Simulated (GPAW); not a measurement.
Here is a GPAW 26.7.0 calculation.

The input run.py:

```python
from ase.dft.bandgap import bandgap
from ase.io import read, write
from ase.units import Bohr, GPa
from gpaw import GPAW, PW
from gpaw.elf import elf_from_dft_calculation

atoms = read('POSCAR')

calc = GPAW(mode=PW(600),
            xc='PBE',
            kpts={'size': (9, 9, 9), 'gamma': True},
            occupations={'name': 'methfessel-paxton', 'order': 0, 'width': 0.022},
            nbands=15,
            convergence={'density': 1e-05, 'energy': 1e-05},
            maxiter=150,
            txt='gpaw.txt')
atoms.calc = calc
energy = atoms.get_potential_energy()
forces = atoms.get_forces()
stress = atoms.get_stress()
calc.write('gs.gpw')
write('result.traj', atoms)
print(f'Energy: {energy:.6f} eV')
print('Forces (eV/A):')
print(forces.round(4))
print('Stress (GPa):', (stress / GPa).round(3))
print('Fermi level:', round(calc.get_fermi_level(), 4), 'eV')
print(f'Gap: {bandgap(calc)[0]:.4f} eV, direct: {bandgap(calc, direct=True)[0]:.4f} eV')

# fields on the real-space grid
write('density.cube', atoms, data=calc.get_pseudo_density() * Bohr**3)
write('potential.cube', atoms, data=calc.get_electrostatic_potential())
write('elf.cube', atoms, data=elf_from_dft_calculation(calc).data)
```

File POSCAR:

```
Bi
1.0
   -1.9814305318      1.9814305318      1.9814305318
    1.9814305318     -1.9814305318      1.9814305318
    1.9814305318      1.9814305318     -1.9814305318
Bi
1
Direct
    0.0000000000      0.0000000000      0.0000000000
```

Potentials or basis: GPAW PAW data sets (gpaw-data 1.2.1), pw.

Launch:

```sh
$ OMP_NUM_THREADS=1 python run.py
```

Problem. Predict the band gap on the k mesh.

Solution. None (metal or under the smearing width).

Problem. Predict the pressure.

Solution. 0.7 GPa.

Caveat: spin-orbit coupling is left out, which moves the levels of the heavy elements.
